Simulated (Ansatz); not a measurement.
Which way does NaCl + CsI ⇌ NaI + CsCl run?

Plane-wave DFT in Ansatz with scalar-relativistic PAW potentials, cutoff 420 eV, Γ-centred meshes chosen by cell and gap, Gaussian smearing with energies taken to zero width. Every cell was relaxed (cell and atoms) in a run of its own, within the symmetry of its start. Functional: LDA.

Total energies hold large constants for each element; a whole number of eV per atom of each element is taken off below, which cancels in a balanced reaction.

| compound | lowest structure computed | structures tried | V (Å³/atom) | gap on mesh (eV) | E (eV per formula unit, common shift removed) |
| --- | --- | --- | --- | --- | --- |
| NaCl | Fm-3m | 1 | 20.40 | 5.07 | -3.3318 |
| CsI | Pm-3m | 2 | 42.64 | 3.80 | -2.9044 |
| NaI | Fm-3m | 1 | 30.70 | 3.62 | -2.0108 |
| CsCl | Pm-3m | 2 | 31.27 | 4.99 | -3.9797 |

Task: Work out the reaction energy at 0 K.

Result: ΔE = E(NaI) + E(CsCl) − E(NaCl) − E(CsI) = 0.246 eV, or 24 kJ per mole of reaction (61 meV/atom). The left side is lower: Na takes Cl and Cs takes I. The smaller cation ends with the smaller anion, the pairing that gives the greater sum of ionic lattice energies, which go as 1/(r₊ + r₋). All four are computed as solids; where they are solids at ordinary conditions entropy changes little. A lower structure that wasn't tried would shift the value, and mixed crystals may lie lower than either side.

Spin-orbit coupling is left out, which matters for the bands of heavy elements.